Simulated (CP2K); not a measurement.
Crystal: TiAl.

```
Ti Al
1.0
     3.17906    0.00000    0.00000
     0.00000    3.17906    0.00000
     0.00000    0.00000    3.17906
Ti Al
1 1
Direct
  0.00000 0.00000 0.00000
  0.50000 0.50000 0.50000
```

The cell comes from a database or a generator and needn't be the stable form of this composition.

Base run:

```yaml
Program: CP2K 2026.2
Functional: RPBE
Potentials_or_basis: POTENTIAL_UZH Ti GTH-PBE-q12, Al GTH-PBE-q3; TZVP-MOLOPT-PBE-GTH basis
Density_cutoff: 9184 eV
k_mesh: 8 × 8 × 8
Occupations: fermi-dirac, width 0.05 eV
Spin: no spin polarisation
```

Its results: band gap on the k mesh none (metal or under the smearing width); pressure 2.5 GPa.

Q: The run is repeated on the same cell with these changes: functional from RPBE to vdW-DF-cx. What comes out?

A: Band gap on the k mesh none (metal or under the smearing width); pressure -0.9 GPa.

Caveats: the potentials were made for another functional, which shifts forces and pressure; the basis of atomic orbitals isn't converged, which shifts pressures, moduli and gaps.
